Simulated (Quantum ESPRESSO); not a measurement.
Crystal: Ag.

```
Ag
1.0
    -1.65565    1.65565    1.65565
     1.65565   -1.65565    1.65565
     1.65565    1.65565   -1.65565
Ag
1
Direct
  0.00000 0.00000 0.00000
```

This isn't the form of Ag at room conditions, which is fcc.

| Quantity | Value |
| --- | --- |
| Program | Quantum ESPRESSO 7.5 |
| Task | single point |
| Functional | PBEsol |
| Potentials or basis | GBRV 1.5 PBEsol |
| Cutoff | 762 eV |
| Density cutoff | 6095 eV |
| k mesh | 11 × 11 × 11 |
| Occupations | fermi-dirac, width 0.05 eV |
| Spin | no spin polarisation |

On this cell: pressure -7.6 GPa; band gap on the k mesh none (metal or under the smearing width).

The same run follows on a disturbed copy (cell strained at random at fixed volume):

```
CELL_PARAMETERS angstrom
-1.66744 1.70967 1.67800
1.64484 -1.66248 1.60821
1.64974 1.64478 -1.63081
ATOMIC_POSITIONS crystal
Ag 0.00036 0.98336 0.99733
```

Question: What changes?

Answer: The energy (extrapolated to zero smearing) moves by +2.2 meV/atom; pressure -7.6 GPa; band gap on the k mesh none (metal or under the smearing width).

Stress tensor (GPa, compression positive):
```
-7.61  0.48  0.60
 0.48 -7.30 -1.42
 0.60 -1.42 -7.74
```
